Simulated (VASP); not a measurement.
Here is a VASP 6.6.1 calculation.

File INCAR:

```
ALGO = Normal ; EDIFF = 1E-7
EDIFFG = -0.005 ; ENCUT = 600
GGA = PS ; IBRION = 2
ISIF = 3 ; ISMEAR = 0
KPAR = 2 ; LASPH = T
LCHARG = F ; LREAL = F
LWAVE = F ; NELM = 80
NSW = 90 ; PREC = Accurate
SIGMA = 0.03
```

KPOINTS

```
k-points
0
Gamma
  12 12 6
```

The input POSCAR:

```
AlN                                     
1.0
    3.1127044167      0.0000000000      0.0000000000
   -1.5563522084      2.6956810994      0.0000000000
    0.0000000000      0.0000000000      4.9808959608
  Al              N             
     2     2
Direct
     0.3333333332999970    0.6666666667000030    0.9989884320302729
     0.6666666667000030    0.3333333332999970    0.4989884320302728
     0.3333333332999970    0.6666666667000030    0.3810115679697297
     0.6666666667000030    0.3333333332999970    0.8810115679697297
```

Potentials or basis: VASP PAW PBE potentials, release 64 (Al, N).

The run is started by

```bash
$ cat potpaw_PBE.64/Al/POTCAR potpaw_PBE.64/N/POTCAR > POTCAR
$ mpirun -np 2 vasp_std > vasp.out
```

(1) Predict the relaxed cell.

(2) Predict the space group after relaxing (to 0.05 Å).

Results:

(1) a = 3.113 Å, b = 3.113 Å, c = 4.982 Å, α = 90.00°, β = 90.00°, γ = 120.00°.

(2) P6_3mc (No. 186).
